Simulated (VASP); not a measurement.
# I (Im-3m) in VASP: notebook

The runs below take I through single point, with PBE.

Everything below comes from runs of VASP 6.6.1. Logs are shortened: lines on timing, memory, paths and dates and some standing lists are left out, and cuts for length are marked.

### 1 The crystal as given

Symmetry: Im-3m, No. 229, cubic system. Conventional cell: a = 4.179 Å, b = 4.179 Å, c = 4.179 Å, α = 90.00°, β = 90.00°, γ = 90.00°. I (site symmetry m-3m) has 8 I at 3.62 Å as nearest neighbours.

The real solid is made of molecules; this cell is a model form.

### 2 Single point, PBE

The input, INCAR:

```
SYSTEM = I
PREC = Accurate
ENCUT = 520
EDIFF = 1E-6
ISMEAR = 0
SIGMA = 0.05
LREAL = .FALSE.
LASPH = .TRUE.
NELM = 100
ALGO = Normal
ISIF = 2
LWAVE = .FALSE.
LCHARG = .FALSE.
GGA = PE
NBANDS = 10
ADDGRID = .FALSE.
```

The input, KPOINTS:

```
Automatic mesh
0
G
  8 8 8
  0 0 0
```

The input, POSCAR:

```
I
1.0
   -2.1240960000      2.1667550000      2.1089740000
    2.1114880000     -2.1329730000      2.0625830000
    2.0399160000      2.0487930000     -2.0751920000
I
1
Direct
    0.0126280000     -0.0160290000     -0.0040210000
```

Potentials or basis: VASP PAW PBE potentials, release 64 (I).

Command:

```sh
cat potpaw_PBE.64/I/POTCAR > POTCAR
mpirun -np 1 vasp_std > vasp.out
```

OUTCAR:

```text
SYSTEM = I
   PREC = Accurate
   ENCUT = 520
   EDIFF = 1E-6
   ISMEAR = 0
   LREAL = .FALSE.
   LASPH = .TRUE.
   NELM = 100
   ISIF = 2
   GGA = PE

 Found    260 irreducible k-points:

 Following reciprocal coordinates:
            Coordinates               Weight
  0.000000  0.000000  0.000000      1.000000
  0.125000  0.000000 -0.000000      2.000000
  0.250000  0.000000 -0.000000      2.000000
  0.375000  0.000000  0.000000      2.000000
  0.500000  0.000000 -0.000000      1.000000
 -0.000000  0.125000 -0.000000      2.000000
   k-points           NKPTS =    260   k-points in BZ     NKDIM =    260   number of bands    NBANDS=     10
   number of dos      NEDOS =    301   number of ions     NIONS =      1
   total plane-waves  NPLWV =  21952
   dimension x,y,z NGX =    28 NGY =   28 NGZ =   28
   dimension x,y,z NGXF=    56 NGYF=   56 NGZF=   56
   ions per type =               1
   NGX,Y,Z   is equivalent  to a cutoff of  12.60, 12.78, 13.08 a.u.
   NGXF,Y,Z  is equivalent  to a cutoff of  25.19, 25.56, 26.16 a.u.
 SYSTEM =  I
   PREC   = accura    normal or accurate (medium, high low for compatibility)
   ISTART =      0    job   : 0-new  1-cont  2-samecut
   ICHARG =      2    charge: 1-file 2-atom 10-const
   ISPIN  =      1    spin polarized calculation?
   LNONCOLLINEAR =      F non collinear calculations
   LSORBIT =      F    spin-orbit coupling
   LASPH  =      T    aspherical Exc in radial PAW
   ENCUT  =  520.0 eV  38.22 Ry    6.18 a.u.   6.87  6.77  6.62*2*pi/ulx,y,z
   NELM   =    100;   NELMIN=  2; NELMDL= -5     # of ELM steps
   EDIFF  = 0.1E-05   stopping-criterion for ELM
   LREAL  =      F    real-space projection
   EDIFFG = 0.1E-04   stopping-criterion for IOM
   NSW    =      0    number of steps for IOM
   IBRION =     -1    ionic relax: 0-MD 1-quasi-New 2-CG
   NFREE  =      0    steps in history (QN), initial steepest desc. (CG)
   ISIF   =      2    stress and relaxation
   ISYM   =      2    0-nonsym 1-usesym 2-fastsym
   POTIM  = 0.5000    time-step for ionic-motion
   TEBEG  =    0.0;   TEEND  =   0.0 temperature during run
   PSTRESS=    0.0 pullay stress
   NELECT =       7.0000    total number of electrons
   NUPDOWN=      -1.0000    fix difference up-down
   EMIN   =  10.00;   EMAX   =-10.00  energy-range for DOS
   EFERMI =   0.00;   METHOD = LEGACY
   ISMEAR =     0;   SIGMA  =   0.05  broadening in eV -4-tet -1-fermi 0-gaus
   EFERMI_NEDOS =   21; number of points for ismear=-14 and -15
   IALGO  =     38    algorithm
   IMIX   =      4    mixing-type and parameters
     AMIX     =   0.40;   BMIX     =  1.00
     AMIX_MAG =   1.60;   BMIX_MAG =  1.00
  volume/ion in A,a.u.               =      36.48       246.21
  Fermi-wavevector in a.u.,A,eV,Ry     =   0.944215  1.784308 12.130170  0.891542
  Thomas-Fermi vector in A             =   2.071998
   LORBIT       =      0    0 simple, 1 ext, 2 COOP (PROOUT), +10 PAW based schemes
   GGA     = PE    functional components
   LHFCALC =     F    Hartree Fock is set to
   AEXX    =    0.0000 exact exchange contribution
   IVDW    =     0    specifies the selected vdW correction
   LEPSILON=     F    determine dielectric tensor
   LRPA    =     F    only Hartree local field effects (RPA)
 non-spin polarized calculation
 Gauss-broadening in eV      SIGMA  =   0.05
  energy-cutoff  :      520.00
  volume of cell :       36.48
 maximum number of plane-waves:       997
   NGX = 13   NGY = 13   NGZ = 13

 number of electron       7.0000000 magnetization

 Free energy of the ion-electron system (eV)
  ---------------------------------------------------
  ext. energy  EPLUGINS =         0.00000000
  ---------------------------------------------------
  free energy    TOTEN  =        -1.05198898 eV

  energy without entropy =       -1.04959743  energy(sigma->0) =       -1.05079320

 E-fermi :   4.0710     XC(G=0):  -8.9185

 val. band max:        4.0609027606   @ k =   0.2500   0.0000   0.5000
 cond. band min:       4.0804466847   @ k =  -0.1250  -0.2500   0.1250
 fundamental gap:      0.0195439241
 Fermi energy:         4.0710071639

 k-point     1 :       0.0000    0.0000    0.0000
  band No.  band energies     occupation
      1      -9.1898      2.00000
      2       4.7321      0.00000
      3       4.8995      0.00000
      4       5.0285      0.00000
      5      10.9147      0.00000
      6      13.6268      0.00000
      7      13.7599      0.00000
      8      14.1659      0.00000
      9      16.0556      0.00000
     10      16.2720      0.00000

 k-point     2 :       0.1250    0.0000   -0.0000
  band No.  band energies     occupation
      1      -9.0352      2.00000
      2       3.8032      2.00000
      3       4.5953      0.00000
      4       4.9296      0.00000
      5      11.6611      0.00000
      6      13.1603      0.00000
      7      13.3987      0.00000
      8      14.7111      0.00000
      9      15.3601      0.00000
     10      15.6742      0.00000

 k-point     3 :       0.2500    0.0000   -0.0000
  band No.  band energies     occupation
      1      -8.6191      2.00000
      2       1.9508      2.00000
      3       4.0510      1.42893
      4       4.8167      0.00000
      5      11.1159      0.00000
      6      12.2549      0.00000
      7      14.5278      0.00000
      8      15.5279      0.00000
      9      16.2688      0.00000
     10      16.7048      0.00000

 k-point     4 :       0.3750    0.0000    0.0000
  band No.  band energies     occupation
      1      -8.1182      2.00000
      2       0.4027      2.00000
      3       3.5908      2.00000
      4       4.7112      0.00000
      5      10.2686      0.00000
      6      11.6318      0.00000
      7      15.9772      0.00000
      8      16.1557      0.00000
      9      17.9485      0.00000
     10      19.2928      0.00000

 k-point     5 :       0.5000    0.0000   -0.0000
  band No.  band energies     occupation
      1      -7.8734      2.00000
      2      -0.2127      2.00000
      3       3.4186      2.00000
      4       4.6673      0.00000
      5       9.9678      0.00000
      6      11.4165      0.00000
      7      16.9305      0.00000
      8      17.2677      0.00000
      9      17.6077      0.00000
     10      18.1948      0.00000

 k-point     6 :      -0.0000    0.1250   -0.0000
  band No.  band energies     occupation
      1      -9.0265      2.00000
      2       3.8790      2.00000
      3       4.5027      0.00000
      4       4.9014      0.00000
      5      11.6549      0.00000
      6      13.1069      0.00000
      7      13.5694      0.00000
      8      14.4845      0.00000
      9      15.3730      0.00000
     10      15.5486      0.00000

 [... further k-points ...]

------------------------ aborting loop because EDIFF is reached ----------------------------------------

  FORCE on cell =-STRESS in cart. coord.  units (eV):
  Direction    XX          YY          ZZ          XY          YZ          ZX
  --------------------------------------------------------------------------------------
  -------------------------------------------------------------------------------------
  Total       -0.0267838     -0.0526548     -0.0762129     -0.3611596      0.0647474     -0.0254961
  in kB       -1.1761774     -2.3122721     -3.3467959    -15.8598912      2.8433031     -1.1196323
  external PRESSURE =      -2.2784151 kB  Pullay stress =       0.0000000 kB

 VOLUME and BASIS-vectors are now :
 -----------------------------------------------------------------------------
  energy-cutoff  :      520.00
  volume of cell :       36.48
      direct lattice vectors                 reciprocal lattice vectors
    -2.124096000  2.166755000  2.108974000     0.005496097  0.235420953  0.237828778
     2.111488000 -2.132973000  2.062583000     0.241671392  0.002899229  0.240425590
     2.039916000  2.048793000 -2.075192000     0.245788549  0.242134979 -0.001217987

 POSITION                                       TOTAL-FORCE (eV/Angst)
 -----------------------------------------------------------------------------------
      4.08253     -0.03087     -0.01069         0.000000      0.000000      0.000000
 -----------------------------------------------------------------------------------
    total drift:                                0.000000      0.000000      0.000001

  FREE ENERGIE OF THE ION-ELECTRON SYSTEM (eV)
  ---------------------------------------------------
  free  energy   TOTEN  =        -1.0519889803 eV

  energy  without entropy=       -1.0495974278  energy(sigma->0) =       -1.05079320
```

OSZICAR:

```text
N       E                     dE             d eps       ncg     rms          rms(c)
DAV:   1     0.198167824871E+02    0.19817E+02   -0.24955E+03  5200   0.497E+02
DAV:   2    -0.269580601918E+00   -0.20086E+02   -0.19735E+02  6688   0.836E+01
DAV:   3    -0.104612547367E+01   -0.77654E+00   -0.76110E+00  6552   0.165E+01
DAV:   4    -0.105267476071E+01   -0.65493E-02   -0.65465E-02  6524   0.187E+00
DAV:   5    -0.105275062335E+01   -0.75863E-04   -0.75861E-04  6526   0.183E-01    0.349E+00
DAV:   6    -0.105155338108E+01    0.11972E-02   -0.31861E-03  6014   0.260E-01    0.214E+00
DAV:   7    -0.105203116466E+01   -0.47778E-03   -0.49592E-03  5894   0.342E-01    0.137E-01
DAV:   8    -0.105198591060E+01    0.45254E-04   -0.30076E-04  5780   0.860E-02    0.354E-02
DAV:   9    -0.105198926359E+01   -0.33530E-05   -0.14304E-05  6592   0.219E-02    0.973E-03
DAV:  10    -0.105198898026E+01    0.28332E-06   -0.90626E-07  3718   0.446E-03
   1 F= -.10519890E+01 E0= -.10507932E+01  d E =-.239155E-02
```

stdout:

```text
POSCAR found type information on POSCAR I
 POSCAR found :  1 types and       1 ions
 scaLAPACK will be used
 LDA part: xc-table for (Slater+PW92), standard interpolation
 POSCAR, INCAR and KPOINTS ok, starting setup
 FFT: planning ... GRIDC
 FFT: planning ... GRID_SOFT
 FFT: planning ... GRID
 WAVECAR not read
 entering main loop
```

Run time: 42 s. Hardware: 1 thread of Intel Xeon Platinum 8488C (Sapphire Rapids), shared host; peak memory 0.22 GiB.

These settings aren't checked as converged: the numbers below hold their error.

What came out:

| Property | Result |
| --- | --- |
| Free energy | -1.0520 eV |
| Pressure | -0.2 GPa |
| Band gap on the k mesh | none (metal or under the smearing width) |

Caveat: an odd number of electrons without spin polarisation forces a metal; a magnetic or distorted state may lie lower.

### 3 Single point, PBE

This run uses another cell than the first one, of the same volume but with other edges.

Changes to INCAR since step 2:

```diff
@@ -1,3 +1,3 @@
 SYSTEM = I
-PREC = Accurate
+PREC = Low
 ENCUT = 520
```

KPOINTS is that of step 2.

The input, POSCAR:

```
I
1.0
   -2.0893754423      2.0893754423      2.0893754423
    2.0893754423     -2.0893754423      2.0893754423
    2.0893754423      2.0893754423     -2.0893754423
I
1
Direct
    0.0000000000      0.0000000000      0.0000000000
```

Potentials or basis: VASP PAW PBE potentials, release 64 (I).

Command:

```sh
cat potpaw_PBE.64/I/POTCAR > POTCAR
mpirun -np 1 vasp_std > vasp.out
```

Run time: 3.3 s. Hardware: 1 thread of Intel Xeon Platinum 8488C (Sapphire Rapids), shared host; peak memory 0.11 GiB.

These settings aren't checked as converged: the numbers below hold their error.

What came out:

```
Free energy            : -1.0419 eV
Pressure               : -0.2 GPa
Band gap on the k mesh : none (metal or under the smearing width)
```

Caveat: an odd number of electrons without spin polarisation forces a metal; a magnetic or distorted state may lie lower.

### 4 Single point, PBE

INCAR is that of step 3.

KPOINTS is that of step 3.

The input, POSCAR:

```
I
1.0
   -2.1240960000      2.1667550000      2.1089740000
    2.1114880000     -2.1329730000      2.0625830000
    2.0399160000      2.0487930000     -2.0751920000
I
1
Direct
    0.0126280000     -0.0160290000     -0.0040210000
```

Command:

```sh
cat potpaw_PBE.64/I/POTCAR > POTCAR
mpirun -np 1 vasp_std > vasp.out
```

It took 16 s on 1 thread of Intel Xeon Platinum 8488C (Sapphire Rapids), shared host; peak memory 0.18 GiB.

These settings aren't checked as converged: the numbers below hold their error.

Results:

- Free energy: -1.0520 eV
- Pressure: -0.2 GPa
- Band gap on the k mesh: none (metal or under the smearing width)

Caveat: an odd number of electrons without spin polarisation forces a metal; a magnetic or distorted state may lie lower.

### 5 For comparison

An earlier run on the cell as given: functional PBE; potentials or basis VASP PAW PBE potentials, release 64 (I); cutoff 520 eV; k mesh 9 × 9 × 9; occupations fermi-dirac, width 0.05 eV; no spin polarisation.

- Pressure: -0.2 GPa
- Band gap on the k mesh: none (metal or under the smearing width)
